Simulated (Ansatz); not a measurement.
A 2-atom cell of GaN (F-43m) from a materials database (r2SCAN geometry), in Ansatz:

```yaml
crystal:
  lattice:
    - [0.00000, 2.24895, 2.24895]
    - [2.24895, 0.00000, 2.24895]
    - [2.24895, 2.24895, 0.00000]
  atoms:
    - { symbol: Ga, position: [0.00000, 0.00000, 0.00000] }
    - { symbol: N, position: [0.75000, 0.75000, 0.75000] }
```

G0W0@PBE with 85 empty bands, a screening cutoff of 140 eV and a 6×6×6 mesh (PAW, contour deformation) gives 2.857 eV over the mesh points, from a PBE gap of 1.754 eV; it sums over 94 bands with 65 plane waves in the screening and a wave cutoff of 420 eV. The G0W0 figures hold for the stated bands, cutoff and mesh and aren't extrapolated. The values are computed, spin-unpolarised, and not measurements.

**Question.** Estimate the gap with starting point r2SCAN.

**Answer.** 3.104 eV (+0.247 eV), from a Kohn-Sham gap of 2.167 eV.

**Question.** Estimate the gap with mesh 8×8×8, empty bands 36, screening cutoff 80 eV.

**Answer.** 2.815 eV (-0.042 eV), from a Kohn-Sham gap of 1.756 eV.

**Question.** Estimate the gap with starting point LDA.

**Answer.** 2.906 eV (+0.049 eV), from a Kohn-Sham gap of 1.769 eV.

With a shallow d shell on the cation, G0W0 converges slowly in bands and cutoff, so these values are in doubt.
